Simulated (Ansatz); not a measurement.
# Mechanical response of In (I4/mmm)

```
CELL_PARAMETERS angstrom
-1.60630 1.60630 2.47576
1.60630 -1.60630 2.47576
1.60630 1.60630 -2.47576
ATOMIC_POSITIONS crystal
In 0.00000 0.00000 0.00000
```

Unless marked otherwise, the numbers come from PBEsol, PAW on Ansatz 0.2.0's default frozen-core files (fitted under PBE), scalar-relativistic. k mesh 26×26×26, Fermi-Dirac smearing of 0.080 eV, cutoff 420 eV. The cell was relaxed by PAW under this functional.

The cell is tetragonal and carries a residual pressure of 0.01 GPa at this level. Each strain component that symmetry leaves independent is applied at ±0.003, the ions relax wherever a strain frees them, and the stress (tension positive, GPa) is read. Shears are engineering strains, γ = 2ε.

```csv
strain,size,σxx,σyy,σzz,σyz,σxz,σxy
xx,-0.003,-0.2081,-0.1085,-0.1366,0.0000,0.0000,0.0000
xx,+0.003,0.1644,0.0703,0.1180,0.0000,0.0000,0.0000
zz,-0.003,-0.1473,-0.1473,-0.1549,0.0000,0.0000,0.0000
zz,+0.003,0.1072,0.1072,0.1371,0.0000,0.0000,0.0000
yz,-0.003,-0.0187,-0.0178,-0.0093,-0.0206,0.0000,0.0000
yz,+0.003,-0.0187,-0.0178,-0.0094,0.0206,0.0000,0.0000
xy,-0.003,-0.0194,-0.0194,-0.0075,0.0000,0.0000,-0.0192
xy,+0.003,-0.0194,-0.0194,-0.0075,0.0000,0.0000,0.0192
```

A central difference gives one constant, for example C11 ≈ (0.1644 − (-0.2081))/(0.006) = 62.1 GPa; the program then imposes the crystal's symmetry on the whole matrix.

(1) What are the independent elastic constants?

(2) Is the crystal stable against homogeneous strain?

(3) What moduli does a random aggregate of grains have?

(4) With the density of 7.462 g/cm³, how fast does sound travel, and what Debye temperature follows?

(5) What happens at 20 GPa (cell relaxed there)?

## Answers

(1) C11 = 62.1, C12 = 29.8, C13 = 42.4, C33 = 48.7, C44 = 6.9, C66 = 6.4 GPa.

(2) The least eigenvalue of the 6×6 matrix is 6.4 GPa, so yes.

(3) Voigt and Reuss bounds: B from 44.7 to 44.7 and G from 6.1 to 7.9 GPa; their means are B = 44.7 and G = 7.0 GPa. Then E = 9BG/(3B + G) = 20.0 GPa, ν = (3B − 2G)/(6B + 2G) = 0.425 and B/G = 6.37, on the ductile side of Pugh's 1.75 (a rule of thumb).

(4) 

```json
{"direction": "x", "slow (m/s)": "927", "middle (m/s)": "958", "fast (m/s)": "2884"}
{"direction": "y", "slow (m/s)": "927", "middle (m/s)": "958", "fast (m/s)": "2884"}
{"direction": "z", "slow (m/s)": "958", "middle (m/s)": "958", "fast (m/s)": "2554"}
```

The mean of v⁻³ over directions and branches gives v_m = 1083 m/s and θ_D = (ħ/k_B) v_m (6π²n)^(1/3) = 110 K, n being atoms per volume. Young's modulus spans 9 to 25 GPa over directions, and the universal anisotropy index is 1.46.

(5) The volume falls to 0.7856 of its value, and C11 = 181.9, C12 = 92.8, C13 = 125.2, C33 = 151.9, C44 = 26.8, C66 = 4.4 GPa (slopes of the stress), in this structure whether or not another phase takes over.

Caveats: frozen-core PAW files fitted under PBE, their cores solved anew for the functional of the run; responses of metals move with mesh and smearing.
